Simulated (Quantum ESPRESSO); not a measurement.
**MoS2 under changes of volume**

One of the cells (17.728 Å³/atom); the others are scaled copies at fixed shape and fractional positions:

```
CELL_PARAMETERS angstrom
1.58000 0.91221 6.15000
-1.58000 0.91221 6.15000
0.00000 -1.82443 6.15000
ATOMIC_POSITIONS crystal
Mo 0.00000 0.00000 0.00000
S 0.41700 0.41700 0.41700
S 0.25000 0.25000 0.25000
```

Measurements of this composition are mostly on another form, of space group No. 194.

| Property | Result |
| --- | --- |
| Program | Quantum ESPRESSO 7.5 |
| Functional | PBEsol |
| Potentials or basis | GBRV 1.5 PBEsol |
| Cutoff | 612 eV |
| Density cutoff | 4898 eV |
| k mesh | 10 × 10 × 10 |
| Occupations | fermi-dirac, width 0.05 eV |
| Spin | no spin polarisation |

```tsv
volume (Å³/atom)	energy over the lowest point (meV/atom)	pressure (GPa)	gap on the mesh (eV)	largest force (eV/Å)
16.664	35.70	11.0	0.85	1.395
17.019	15.54	7.0	0.87	0.981
17.373	3.93	3.3	0.89	0.597
17.728	0.00	0.0	0.91	0.242
18.083	2.96	-2.9	0.93	0.169
18.437	?	?	?	?
18.792	26.81	-8.0	0.95	0.750
```

What does the run at 18.437 Å³/atom give?

Energy over the lowest point 12.11 meV/atom; pressure -5.6 GPa; gap on the mesh 0.94 eV; largest force 0.470 eV/Å.

Worked out: A Birch-Murnaghan fit of order 3 (a polynomial in V^(-2/3)) to the other rows has its minimum at 17.75 Å³/atom with B0 = V·E''(V) = 155 GPa and B' = 4.4 at fixed shape and positions, which overstates the stiffness. It gives 12.09 meV/atom at 18.437 Å³/atom, against the run's 12.11, and -dE/dV = -5.4 GPa, against -5.6. A straight line through the other rows of the gap, of slope 0.858 eV per unit of ln V, gives 0.94 eV, against the run's 0.94.

Energies are extrapolated to zero smearing.

Caveats: forces of over 1 eV/Å show positions far from the minimum, so gaps and moduli don't describe the material at rest (some runs).

A mesh can miss the band edges. Spin-orbit coupling on Mo is left out.
